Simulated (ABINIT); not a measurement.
# PtSe2 (Sudovikovite) (P-3m1) in ABINIT: further runs

Aim: see how the results for PtSe2 (Sudovikovite) move with the level of theory and the settings. Levels: LDA, PBE. Tasks: single point.

Program: ABINIT 10.8.3 (patched build). These are calculated values, not measurements. Logs are shortened: lines on timing, memory, paths and dates and some standing lists are left out, and cuts for length are marked. The log counts tension as positive stress, the text compression.

### Step 1. The structure

It takes space group P-3m1 (No. 164, trigonal). Conventional cell: a = 3.724 Å, b = 3.724 Å, c = 5.062 Å, α = 90.00°, β = 90.00°, γ = 120.00°. Pt (site symmetry -3m) has 6 Se at 2.49 Å as nearest neighbours. Around Se (site symmetry 3m) lie 3 Pt at 2.49 Å.

### Step 2. Single point, LDA

Input file run.abi:

```
# Pseudopotentials
pp_dirpath "./"
pseudos "Pt.upf, Se.upf"

# Structure
acell 3*1.0
rprim
     7.0373400881     0.0000000000     0.0000000000
    -3.5186700441     6.0945152914     0.0000000000
     0.0000000000     0.0000000000     9.5657936429
ntypat 2
znucl 78 34
natom 3
typat 1 2 2
xred
     0.0000000000     0.0000000000     0.0000000000
     0.6666666667     0.3333333333     0.7500000000
     0.3333333333     0.6666666667     0.2500000000

# Plane-wave basis
ecut 1088.455450 eV

# k points
kptopt 1
ngkpt 6 6 4
nshiftk 1
shiftk 0.0 0.0 0.0

# Exchange and correlation
ixc 7

# Bands and occupations
nband 30
occopt 3
tsmear 0.00183747

# SCF cycle
nstep 100
tolvrs 1.0e-10

# Output
iomode 3
prtwf 0
prteig 0
prtebands 0
enunit 1
prtvol 2
prtden 1
prtvha 1
prtvclmb 1
prtpot 1
prtelf 1
```

Potentials or basis: PseudoDojo NC SR LDA v0.4.1 standard.

Command:

```bash
> mpirun --bind-to none -np 4 abinit run.abi > log 2>&1
```

run.abo:

```text
.Version 10.8.3 of ABINIT
 Symmetries : space group P-3 m 1 (#164); Bravais hP (primitive hexag.)
================================================================================
 Values of the parameters that define the memory need of the present run
     intxc =       0    ionmov =       0      iscf =       7    lmnmax =       8
     lnmax =       8     mgfft =      60  mpssoang =       4    mqgrid =    3001
     natom =       3  nloc_mem =       1    nspden =       1   nspinor =       1
    nsppol =       1      nsym =      12    n1xccc =    2501    ntypat =       2
    occopt =       3   xclevel =       1
       mpw =        4992          nfft =      121500          nkpt =          24
================================================================================
================================================================================

--------------------------------------------------------------------------------
------------- Echo of variables that govern the present computation ------------
--------------------------------------------------------------------------------
 -outvars: echo values of preprocessed input variables --------
            acell      1.0000000000E+00  1.0000000000E+00  1.0000000000E+00 Bohr
              amu      1.95080000E+02  7.89600000E+01
             ecut      4.00000000E+01 Hartree
           enunit           1
              ixc           7
         kptrlatt        6    0    0      0    6    0      0    0    4
          kptrlen      3.82631746E+01
            natom           3
            nband          30
            ngfft          45      45      60
             nkpt          24
            nstep         100
             nsym          12
           ntypat           2
           occopt           3
        prtebands           0
           prteig           0
           prtelf           1
           prtpot           1
         prtvclmb           1
           prtvha           1
           prtvol           2
            prtwf           0
            rprim      7.0373400881E+00  0.0000000000E+00  0.0000000000E+00
                      -3.5186700441E+00  6.0945152914E+00  0.0000000000E+00
                       0.0000000000E+00  0.0000000000E+00  9.5657936429E+00
          spgroup         164
           tolvrs      1.00000000E-10
           tsmear      1.83747000E-03 Hartree
            typat      1  2  2
           xangst      0.0000000000E+00  0.0000000000E+00  0.0000000000E+00
                       1.8619999987E+00  1.0750262005E+00  3.7964999974E+00
                      -1.7639288942E-11  2.1500524010E+00  1.2654999991E+00
            xcart      0.0000000000E+00  0.0000000000E+00  0.0000000000E+00
                       3.5186700440E+00  2.0315050971E+00  7.1743452322E+00
                      -3.3333425155E-11  4.0630101943E+00  2.3914484107E+00
             xred      0.0000000000E+00  0.0000000000E+00  0.0000000000E+00
                       6.6666666667E-01  3.3333333333E-01  7.5000000000E-01
                       3.3333333333E-01  6.6666666667E-01  2.5000000000E-01
            znucl       78.00000   34.00000

================================================================================

 chkinp: Checking input parameters for consistency.

================================================================================
== DATASET  1 ==================================================================

--- !DatasetInfo
iteration_state: {dtset: 1, }
dimensions: {natom: 3, nkpt: 24, mband: 30, nsppol: 1, nspinor: 1, nspden: 1, mpw: 4992, }
cutoff_energies: {ecut:  40.0, pawecutdg:  -1.0, }
electrons: {nelect:   5.00000000E+01, charge:   0.00000000E+00, occopt:   3.00000000E+00, tsmear:   1.83747000E-03, }
meta: {optdriver: 0, ionmov: 0, optcell: 0, iscf: 7, paral_kgb: 0, }
...

 Exchange-correlation functional for the present dataset will be:
  LDA: Perdew-Wang 92 LSD fit to Ceperley-Alder data - ixc=7
  J.P.Perdew and Y.Wang, PRB 45, 13244 (1992)

 Real(R)+Recip(G) space primitive vectors, cartesian coordinates (Bohr,Bohr^-1):
 R(1)=  7.0373401  0.0000000  0.0000000  G(1)=  0.1420991  0.0820410  0.0000000
 R(2)= -3.5186700  6.0945153  0.0000000  G(2)=  0.0000000  0.1640820  0.0000000
 R(3)=  0.0000000  0.0000000  9.5657936  G(3)=  0.0000000  0.0000000  0.1045392
 Unit cell volume ucvol=  4.1026901E+02 bohr^3
 Angles (23,13,12)=  9.00000000E+01  9.00000000E+01  1.20000000E+02 degrees
[... 103 lines left out ...]
  1.58E-16 2.26E-16 2.02E-16 1.04E-16 2.13E-16 4.19E-16 1.35E-16 8.56E-17
  1.35E-16 3.88E-16 2.88E-16 8.26E-16 2.06E-14 6.40E-15
   0.1667  0.0000  0.0000    1  3.21888E-08 kpt; spin; max resid(k); each band:
  5.44E-16 2.10E-17 1.28E-17 1.23E-17 3.64E-18 3.23E-18 1.29E-17 2.56E-18
  3.34E-17 3.39E-17 4.10E-17 4.20E-17 4.12E-17 7.16E-17 5.56E-17 7.54E-17
  2.05E-16 1.95E-16 2.22E-16 1.33E-16 2.27E-16 2.87E-16 3.74E-16 1.69E-16
  1.52E-16 3.68E-16 8.82E-16 1.07E-14 7.53E-13 3.22E-08
   0.3333  0.0000  0.0000    1  1.24973E-05 kpt; spin; max resid(k); each band:
  5.63E-16 1.61E-17 1.36E-17 1.22E-17 8.30E-18 2.50E-18 8.51E-18 1.86E-18
  2.66E-17 3.31E-17 2.96E-17 4.05E-17 6.47E-17 4.79E-17 5.99E-17 6.34E-17
  1.60E-16 1.49E-16 3.38E-16 2.65E-16 2.77E-16 2.88E-16 4.01E-16 2.69E-16
  1.89E-16 3.19E-16 8.87E-15 3.10E-13 2.85E-10 1.25E-05
   0.5000  0.0000  0.0000    1  1.20904E-04 kpt; spin; max resid(k); each band:
  5.79E-16 1.42E-17 1.41E-17 1.19E-17 9.25E-18 2.60E-18 1.05E-18 9.62E-18
[... 88 lines left out ...]
   0.1667  0.1667  0.5000    1  2.86377E-04 kpt; spin; max resid(k); each band:
  5.29E-16 1.57E-17 1.72E-17 1.30E-17 5.88E-18 7.41E-18 5.60E-18 4.24E-18
  2.78E-17 3.42E-17 3.72E-17 3.71E-17 5.43E-17 5.31E-17 5.39E-17 6.69E-17
  2.25E-16 1.39E-16 2.51E-16 1.17E-16 3.64E-16 1.80E-16 2.36E-16 2.35E-16
  3.67E-16 4.74E-16 3.80E-16 8.10E-13 6.74E-12 2.86E-04
   0.3333  0.1667  0.5000    1  1.09861E-06 kpt; spin; max resid(k); each band:
  5.24E-16 1.43E-17 1.55E-17 1.26E-17 6.02E-18 3.99E-18 3.02E-18 7.31E-18
  2.63E-17 3.51E-17 3.44E-17 3.86E-17 5.61E-17 5.73E-17 5.79E-17 5.21E-17
  1.01E-16 1.78E-16 2.07E-16 2.14E-16 2.73E-16 6.73E-16 2.99E-16 2.36E-16
  2.47E-16 7.10E-16 6.78E-16 9.51E-13 1.40E-13 1.10E-06
   0.3333  0.3333  0.5000    1  1.95968E-04 kpt; spin; max resid(k); each band:
  5.19E-16 1.58E-17 1.59E-17 9.72E-18 6.37E-18 2.29E-18 2.40E-18 2.62E-18
  3.71E-17 3.64E-17 3.47E-17 2.32E-17 5.57E-17 6.16E-17 5.42E-17 5.51E-17
  9.72E-17 8.29E-17 6.20E-17 2.65E-16 2.67E-16 3.31E-16 6.16E-16 3.84E-16
  2.27E-16 3.89E-15 3.91E-16 1.71E-07 7.31E-15 1.96E-04
 reduced coordinates (array xred) for    3 atoms
       0.000000000000      0.000000000000      0.000000000000
       0.666666666667      0.333333333333      0.750000000000
       0.333333333333      0.666666666667      0.250000000000
 rms dE/dt=  1.6198E-02; max dE/dt=  3.4360E-02; dE/dt below (all hartree)
    1       0.000000000000      0.000000000000      0.000000000000
    2       0.000000000000     -0.000000000000      0.034360389629
    3       0.000000000000     -0.000000000000     -0.034360389629

 cartesian coordinates (angstrom) at end:
    1      0.00000000000000     0.00000000000000     0.00000000000000
    2      1.86199999872629     1.07502620050694     3.79649999744201
    3     -0.00000000001764     2.15005240101387     1.26549999914734

 cartesian forces (hartree/bohr) at end:
    1      0.00000000000000    -0.00000000000000    -0.00000000000000
    2      0.00000000000000    -0.00000000000000    -0.00359200615355
    3     -0.00000000000000     0.00000000000000     0.00359200615355
 frms,max,avg= 1.6932879E-03 3.5920062E-03   0.000E+00  0.000E+00  0.000E+00 h/b

 cartesian forces (eV/Angstrom) at end:
    1      0.00000000000000    -0.00000000000000    -0.00000000000000
    2      0.00000000000000    -0.00000000000000    -0.18470838292855
    3     -0.00000000000000     0.00000000000000     0.18470838292855
 frms,max,avg= 8.7072367E-02 1.8470838E-01   0.000E+00  0.000E+00  0.000E+00 e/A
 length scales=  1.000000000000  1.000000000000  1.000000000000 bohr
              =  0.529177210544  0.529177210544  0.529177210544 angstroms
 Fermi (or HOMO) energy (eV) =   7.92730   Average Vxc (eV)= -11.87208
 Eigenvalues (   eV  ) for nkpt=  24  k points:
 kpt#   1, nband= 30, wtk=  0.00694, kpt=  0.0000  0.0000  0.0000 (reduced coord)
 -91.79062  -45.87205  -45.87205  -45.78074  -40.75416  -40.75416  -40.75192  -40.75192
 -40.73325  -40.73325  -40.72813  -40.72813  -40.72247  -40.72225   -7.80766   -4.99617
   0.74790    1.46770    1.46770    3.95818    3.95818    5.38987    6.88488    6.88488
   8.35235    9.39980    9.39980   11.46183   11.93703   15.21966
 kpt#   2, nband= 30, wtk=  0.04167, kpt=  0.1667  0.0000  0.0000 (reduced coord)
 -91.79058  -45.87449  -45.87273  -45.78061  -40.75393  -40.75370  -40.75248  -40.75202
 -40.73284  -40.73248  -40.72911  -40.72834  -40.72240  -40.72223   -7.50123   -5.12936
   1.10670    1.65748    1.69105    3.44439    3.77492    4.80676    6.17878    6.57160
   7.45614    9.23726    9.51647   12.81368   13.34778   14.82729
 kpt#   3, nband= 30, wtk=  0.04167, kpt=  0.3333  0.0000  0.0000 (reduced coord)
 -91.79050  -45.87938  -45.87414  -45.78034  -40.75368  -40.75339  -40.75277  -40.75229
 -40.73194  -40.73191  -40.73001  -40.72898  -40.72226  -40.72218   -6.72292   -5.44330
   1.38069    2.01369    2.19329    2.60448    3.73117    4.32440    5.41284    5.58436
   5.93251    8.97555   10.00990   12.54316   14.29918   15.36325
 kpt#   4, nband= 30, wtk=  0.02083, kpt=  0.5000  0.0000  0.0000 (reduced coord)
 -91.79046  -45.88181  -45.87485  -45.78021  -40.75430  -40.75309  -40.75243  -40.75231
[... 88 lines left out ...]
 kpt#  22, nband= 30, wtk=  0.04167, kpt=  0.1667  0.1667  0.5000 (reduced coord)
 -91.79052  -45.87771  -45.87424  -45.78044  -40.75380  -40.75307  -40.75300  -40.75233
 -40.73150  -40.73098  -40.73077  -40.72960  -40.72229  -40.72206   -6.45300   -5.97267
   1.15539    1.58335    2.38244    3.08718    3.46613    4.60001    6.12261    6.37613
   6.45482    8.12397    9.33078   13.21036   14.01111   15.98868
 kpt#  23, nband= 30, wtk=  0.08333, kpt=  0.3333  0.1667  0.5000 (reduced coord)
 -91.79046  -45.88063  -45.87603  -45.78022  -40.75386  -40.75335  -40.75254  -40.75237
 -40.73182  -40.73103  -40.73051  -40.72977  -40.72203  -40.72197   -5.99103   -5.77167
   0.74725    1.51453    2.35462    3.19085    3.45392    4.52218    4.64220    5.47821
   5.95816    9.27923    9.68480   13.11097   13.77581   15.90533
 kpt#  24, nband= 30, wtk=  0.01389, kpt=  0.3333  0.3333  0.5000 (reduced coord)
 -91.79043  -45.87913  -45.87913  -45.78016  -40.75353  -40.75325  -40.75325  -40.75205
 -40.73191  -40.73055  -40.73055  -40.73043  -40.72192  -40.72192   -5.77049   -5.77049
   1.46816    1.46816    1.60849    3.42620    3.42620    3.73841    4.31089    5.46422
   5.46422    9.93617    9.93617   14.41905   15.17415   15.18990
 Total charge density [el/Bohr^3]
)     Maximum=    2.4447E+00  at reduced coord.    0.7778    0.4000    0.7500
)Next maximum=    2.4447E+00  at reduced coord.    0.6222    0.4000    0.7500
)     Minimum=    4.4810E-04  at reduced coord.    0.3333    0.6667    0.2500
)Next minimum=    4.4810E-04  at reduced coord.    0.6667    0.3333    0.7500
   Integrated=    5.0000E+01

--- !EnergyTerms
iteration_state     : {dtset: 1, }
comment             : Components of total free energy in Hartree
kinetic             :  1.94024103816691E+02
hartree             :  9.86690278795319E+01
xc                  : -7.13936124240120E+01
Ewald energy        : -2.18950086178412E+02
psp_core            :  1.01502711555653E+01
local_psp           : -2.91526808320353E+02
non_local_psp       : -9.40680927724786E+01
internal            : -3.73095196843468E+02
'-kT*entropy'       : -2.92460717452790E-04
total_energy        : -3.73095489304185E+02
total_energy_eV     : -1.01524454660895E+04
band_energy         : -4.52023993991771E+01
...

 Cartesian components of stress tensor (hartree/bohr^3)
  sigma(1 1)=  1.48565978E-05  sigma(3 2)=  0.00000000E+00
  sigma(2 2)=  1.48565975E-05  sigma(3 1)=  0.00000000E+00
  sigma(3 3)=  5.43473866E-05  sigma(2 1)=  2.03093687E-13

-Cartesian components of stress tensor (GPa)         [Pressure= -8.2438E-01 GPa]
- sigma(1 1)=  4.37096198E-01  sigma(3 2)=  0.00000000E+00
- sigma(2 2)=  4.37096189E-01  sigma(3 1)=  0.00000000E+00
- sigma(3 3)=  1.59895532E+00  sigma(2 1)=  5.97522257E-09

== END DATASET(S) ==============================================================
================================================================================

 -outvars: echo values of variables after computation  --------
            acell      1.0000000000E+00  1.0000000000E+00  1.0000000000E+00 Bohr
           etotal     -3.7309548930E+02
            fcart      1.7855720415E-28 -3.3872444961E-28 -0.0000000000E+00
                       1.7855720415E-28 -2.5036154971E-28 -3.5920061536E-03
                      -3.5711440831E-28  5.8908599933E-28  3.5920061536E-03
            rprim      7.0373400881E+00  0.0000000000E+00  0.0000000000E+00
                      -3.5186700441E+00  6.0945152914E+00  0.0000000000E+00
                       0.0000000000E+00  0.0000000000E+00  9.5657936429E+00
           strten      1.4856597786E-05  1.4856597504E-05  5.4347386616E-05
                       0.0000000000E+00  0.0000000000E+00  2.0309368724E-13
           xangst      0.0000000000E+00  0.0000000000E+00  0.0000000000E+00
                       1.8619999987E+00  1.0750262005E+00  3.7964999974E+00
                      -1.7639288942E-11  2.1500524010E+00  1.2654999991E+00
             xred      0.0000000000E+00  0.0000000000E+00  0.0000000000E+00
                       6.6666666667E-01  3.3333333333E-01  7.5000000000E-01
                       3.3333333333E-01  6.6666666667E-01  2.5000000000E-01
 Calculation completed.
```

Run time: 29 s. Hardware: 4 MPI ranks of AMD EPYC 9R45 (Zen 5), shared host; peak memory 0.36 GiB.

Results:

* Free energy: -10152.4455 eV
* Pressure: -0.8 GPa
* Largest force: 0.185 eV/Å
* Band gap on the k mesh: none (metal or under the smearing width)
* Valence electrons inside the program's atomic spheres: Pt 14.50; Se 13.22

Forces on the atoms (eV/Å):
```
Pt   0.000  0.000  0.000
Se   0.000  0.000 -0.185
Se   0.000  0.000  0.185
```

### Step 3. Single point, PBE, spin-orbit coupling, no magnetisation

Input file run.abi:

```
pp_dirpath "./"
pseudos "Pt.GGA_PBE-ansatz.xml, Se.GGA_PBE-ansatz.xml"

acell 3*1.0 Angstrom
rprim
     3.7240000000     0.0000000000     0.0000000000
    -1.8620000000     3.2250786037     0.0000000000
     0.0000000000     0.0000000000     5.0620000000
ntypat 2
znucl 78 34
natom 3
typat 1 2 2
xred
     0.0000000000     0.0000000000     0.0000000000
     0.6666666667     0.3333333333     0.7500000000
     0.3333333333     0.6666666667     0.2500000000

ecut 15.4
pawecutdg 30.8
pawxcdev 0
pawovlp 30

kptopt 4
ngkpt 6 6 4
nshiftk 1
shiftk 0.0 0.0 0.0

ixc 11

nband 60
occopt 3
tsmear 0.05 eV

nspinor 2
nspden 1
pawspnorb 1

nstep 100
tolvrs 1.0e-9

iomode 3
prtwf 0
prtden 0
prteig 0
prtebands 0
enunit 1
```

Potentials or basis: Ansatz PAW PBE default generated set, frozen core.

Command:

```bash
> abinit run.abi > log 2>&1
```

Wall time 6.6 min (1 thread of Arm Neoverse V1, shared host); peak memory 0.31 GiB.

The run converged. Its results:

```
Free energy            : -10598.0094 eV
Pressure               : 7.9 GPa
Largest force          : 0.675 eV/Å
Band gap on the k mesh : none (metal or under the smearing width)
```

Forces on the atoms (eV/Å):
```
Pt   0.000  0.000  0.000
Se   0.000  0.000 -0.675
Se   0.000  0.000  0.675
```

Stress tensor (GPa, compression positive):
```
8.55 0.00 0.00
0.00 8.55 0.00
0.00 0.00 6.66
```

Levels at points of the mesh, in eV from the Fermi level:
```
           k point  band 46  band 47  band 48  band 49  band 50  band 51  band 52  band 53  band 54  band 55
(0.00, 0.00, 0.00)    -1.39    -0.87    -0.87     0.40     0.40     1.37     1.37     1.49     1.49     3.56
(0.50, 0.00, 0.00)    -3.45    -3.31    -3.31    -2.81    -2.81     0.66     0.66     2.31     2.31     4.75
(0.00, 0.00, 0.50)    -1.73    -1.72    -1.72    -1.33    -1.33     2.23     2.23     2.30     2.30     4.69
(0.50, 0.00, 0.50)    -2.96    -2.93    -2.93    -1.38    -1.38     0.96     0.96     1.51     1.51     4.53
```

Caveat: the atomic spheres overlap.
